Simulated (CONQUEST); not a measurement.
The system is Al.

```
Al
1.0
     2.86351    0.00000    0.00000
     0.00000    2.86351    0.00000
     0.00000    0.00000    4.04961
Al
2
Direct
  0.00000 0.00000 0.00000
  0.50000 0.50000 0.50000
```

* Program: CONQUEST 1.3
* Task: single point
* Functional: PBE
* Potentials or basis: PseudoDojo NC PBE, DZP, grid cutoff 120 Ha
* k mesh: 9 × 9 × 7
* Occupations: fermi-dirac, width 0.05 eV
* Spin: no spin polarisation

On this cell: pressure 0.2 GPa; largest force zero by symmetry; band gap on the k mesh none (metal or under the smearing width).

The same run follows on a disturbed copy (atoms of the box moved at random, drawn with an rms of 0.05 Å):

```xyz
2
Lattice="2.8635 0.0000 0.0000 0.0000 2.8635 0.0000 0.0000 0.0000 4.0496" Properties=species:S:1:pos:R:3 pbc="T T T"
Al    0.0155    0.0601    0.0107
Al    1.4169    1.4576    2.0431
```

Problem. What changes?

Solution. The energy (extrapolated to zero smearing) moves by +1.0 meV/atom; pressure 0.2 GPa; largest force 0.092 eV/Å; band gap on the k mesh none (metal or under the smearing width).

Forces in eV/Å, atoms in the order of the input:
```
Al  -0.053 -0.064  0.040
Al   0.052  0.064 -0.038
```

Caveats: the basis of atomic orbitals isn't converged, which shifts pressures, moduli and gaps; the real-space grid breaks the cell's symmetry a little (some runs).
